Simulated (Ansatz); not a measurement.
## A strain series on MgO (Fm-3m): isotropic on every length

MgO (started from an entry of an open crystallographic database), relaxed with r2SCAN in the plane-wave code Ansatz, then strained (isotropic on every length; changes of length per length, axes as in the cell below) with the atoms relaxed again within the symmetry that is left. The symmetry is Fm-3m (No. 225, cubic); conventional cell a = 4.204 Å, 9.29 Å³ an atom. Mg is surrounded by 6 O at 2.10 Å; O is surrounded by 6 Mg at 2.10 Å. The values are computed, spin-unpolarised, and not measurements.

```xyz
2
Lattice="0.0000 2.1022 2.1022 2.1022 0.0000 2.1022 2.1022 2.1022 0.0000" Properties=species:S:1:pos:R:3 pbc="T T T"
Mg    0.0000    0.0000    0.0000
O     2.1022    2.1022    2.1022
```

Gaps are the least over each mesh (PBE 10×10×10, r2SCAN 10×10×10, HSE06 8×8×8 when unstrained) and the special points, which keep their unstrained names; stress is the change from the unstrained cell, compression positive.

```
strain (%)  gap, PBE (eV)  gap, r2SCAN (eV)  gap, HSE06 (eV)  edges, HSE06  mean stress, r2SCAN (GPa)  energy rise, r2SCAN (meV/atom)
     -0.97          5.088             5.988            6.861             Γ                      +5.18                             4.3
       0.0          4.797             5.685            6.541             Γ                       0.00                             0.0
     +3.54          3.843             4.688            5.489             Γ                     -14.07                            48.9
     +4.69          3.566             4.398            5.180             Γ                     -17.33                            83.1
     +4.88          3.521             4.352            5.131             Γ                     -17.82                            89.4
```

Between zero and the nearest strains the slope of the HSE06 gap against strain is -0.329 eV per percent for negative and -0.297 for positive strain.

The meshes of the hybrids are coarse, so their gaps aren't converged to the digits shown.
